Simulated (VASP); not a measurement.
Wanted: the native input for a VASP 6.6.1 run.

| Property | Result |
| --- | --- |
| Task | relaxation of cell and atoms |
| Functional | vdW-DF-cx |
| Potentials or basis | VASP PAW PBE potentials, release 64 (Pb_d) |
| Cutoff | 600 eV |
| k mesh | 9 × 9 × 9 |
| Occupations | fermi-dirac, width 0.05 eV |
| Spin | no spin polarisation |
| Further INCAR settings | ALGO = Normal; EDIFF = 1e-07; IBRION = 2; EDIFFG = -0.005; NSW = 40; ISIF = 3 |

The structure of Pb lies in POSCAR:

```
Pb
1.0
    0.0000000000      2.4750200000      2.4750200000
    2.4750200000      0.0000000000      2.4750200000
    2.4750200000      2.4750200000      0.0000000000
Pb
1
Direct
    0.0000000000      0.0000000000      0.0000000000
```

The input as run:

INCAR

```
SYSTEM = Pb
  PREC = Accurate
  ENCUT = 600
  EDIFF = 1E-7
  ISMEAR = -1
  SIGMA = 0.05
  LREAL = .FALSE.
  LASPH = .TRUE.
  NELM = 100
  ALGO = Normal
  ISIF = 3
  LWAVE = .FALSE.
  LCHARG = .FALSE.
  GGA = CX
  LUSE_VDW = .TRUE.
  AGGAC = 0.0
  IBRION = 2
  NSW = 40
  EDIFFG = -0.005
```

KPOINTS

```
Automatic mesh
0
G
  9 9 9
  0 0 0
```

Potentials or basis: VASP PAW PBE potentials, release 64 (Pb_d).

Command:

```sh
$ cat potpaw_PBE.64/Pb_d/POTCAR > POTCAR
$ mpirun -np 1 vasp_std > vasp.out
```

It gave:

```yaml
Relaxed_volume: 30.06 Å³/atom
Relaxed_cell: a = 3.490 Å, b = 3.490 Å, c = 3.490 Å, α = 60.00°, β = 60.00°, γ = 60.00°
Space_group_after_relaxing_to_0.05_Å: Fm-3m (No. 225)
Energy_gained_by_relaxing: 0.3 meV/atom
Ionic_steps: 3
Pressure_after_relaxing: 0.0 GPa
Band_gap_on_the_k_mesh: none (metal or under the smearing width)
```

Caveat: the PAW data sets were made with another functional, which shifts forces and pressure a little.

Run time: 93 s on 1 thread of Intel(R) Xeon(R) Platinum 8375C CPU @ 2.90GHz (Ice Lake) (shared host), peak memory 0.33 GiB.
